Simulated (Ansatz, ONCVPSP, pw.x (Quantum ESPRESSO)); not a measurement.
zirconium (Zr) (bcc): variants of one ONCV potential in the solid

Zr, optimised norm-conserving Vanderbilt (ONCV), made with ONCVPSP 4.0.1.1 (patched build) (LDA (Perdew-Wang 92), scalar-relativistic). Core [Ar] 3d10, reference 4s2 4p6 4d2 5s2. Waves: 4s+5s: rc 1.70 bohr, ncon 3, nbas 7, qcut 5.6 1/bohr, 2 projectors; 4p: rc 2.05 bohr, ncon 4, nbas 7, qcut 5.9 1/bohr, 2 projectors, debl 3.6 Ha; 4d: rc 1.70 bohr, ncon 5, nbas 10, qcut 7.2 1/bohr, local. Local part: the d channel. Core correction: polynomial model core, fcfact 0.15.

Crystal test: bcc Zr in pw.x 7.5, no spin, 13³ k-points, Fermi–Dirac smearing 0.01 Ry, cutoffs set for each file from its atomic test. The reference is all-electron LAPW (Ansatz 0.2.0) with the same functional, mesh and smearing; V0 and B0 come from Birch–Murnaghan fits to the pressures at five volumes. Errors are pseudo minus all-electron; Δ is the rms difference of the E(V) curves that follow from these fits, minima aligned, over ±6 % about the mean V0. Mesh and smearing are coarse, so the numbers serve the comparison and aren't converged zero-temperature values; the lattice is a test structure that the element need not adopt.

All-electron: a0 = 3.490 Å (V0 = 21.25 Å³/atom), B0 = 97.9 GPa.

2 further variants are left out: they gave no file fit for a test, a broken result, the same result as the base, or pressures whose basis-set error rivals the error shown.

| change | cutoffs (Ry) | pw.x | a0 (Å) | a0 error (%) | B0 error (%) | Δ (meV/atom) | mean pressure error (GPa) |
| --- | --- | --- | --- | --- | --- | --- | --- |
| base | 50/200 | converged | 3.491 | +0.04 | +0.3 | 0.6 | +0.12 |
| all radii but the core radius scaled by about 1.04 (s 1.76, p 2.14, d 1.76 bohr) | 50/200 | converged | 3.491 | +0.05 | +0.3 | 0.6 | +0.13 |
| all radii but the core radius scaled by about 1.20 (s 2.04, p 2.46, d 2.04 bohr) | 50/200 | converged | 3.492 | +0.06 | +0.3 | 0.9 | +0.18 |
| all radii but the core radius scaled by about 1.27 (s 2.16, p 2.60, d 2.16 bohr) | 50/200 | converged | 3.493 | +0.08 | +0.3 | 1.1 | +0.23 |
